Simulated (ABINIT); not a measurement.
Crystal: Pb.

```
Pb
1.0
    -1.97966    1.97966    1.97966
     1.97966   -1.97966    1.97966
     1.97966    1.97966   -1.97966
Pb
1
Cartesian
  0.0000 0.0000 0.0000
```

This isn't the form of Pb at room conditions, which is fcc.

```yaml
Program: ABINIT 10.8.3 (patched build)
Task: relaxation of cell and atoms
Functional: PBEsol
Potentials_or_basis: PseudoDojo NC SR PBEsol v0.4.1 standard
Cutoff: 762 eV
k_mesh: 7 × 7 × 7
Occupations: fermi-dirac, width 0.05 eV
Spin: no spin polarisation
```

At the start: pressure -2.2 GPa; volume 31.03 Å³/atom.

Problem. How do energy, volume and symmetry change on relaxing?

Solution. Over 5 steps the energy falls by 10.4 meV/atom and the volume is 29.58 Å³/atom (-4.7 %); space group Im-3m (No. 229, to 0.05 Å).

Step by step:
```
step  energy change (eV)  largest force (eV/Å)  pressure (GPa)  volume (Å³)
   1              0.0000                0.0000           -2.17        31.03
   2             -0.0026                0.0000           -1.90        30.83
   3             -0.0103                0.0000            0.20        29.46
   4             -0.0104                0.0000           -0.01        29.58
   5             -0.0104                0.0000            0.00        29.58
```

Final structure:
```cif
data_structure
_symmetry_space_group_name_H-M 'P 1'
_symmetry_Int_Tables_number 1
_cell_length_a 3.3743
_cell_length_b 3.3743
_cell_length_c 3.3743
_cell_angle_alpha 109.471
_cell_angle_beta 109.471
_cell_angle_gamma 109.471
_cell_volume 29.58
loop_
_atom_site_label
_atom_site_type_symbol
_atom_site_fract_x
_atom_site_fract_y
_atom_site_fract_z
_atom_site_occupancy
Pb1 Pb 0.00000 0.00000 0.00000 1
```
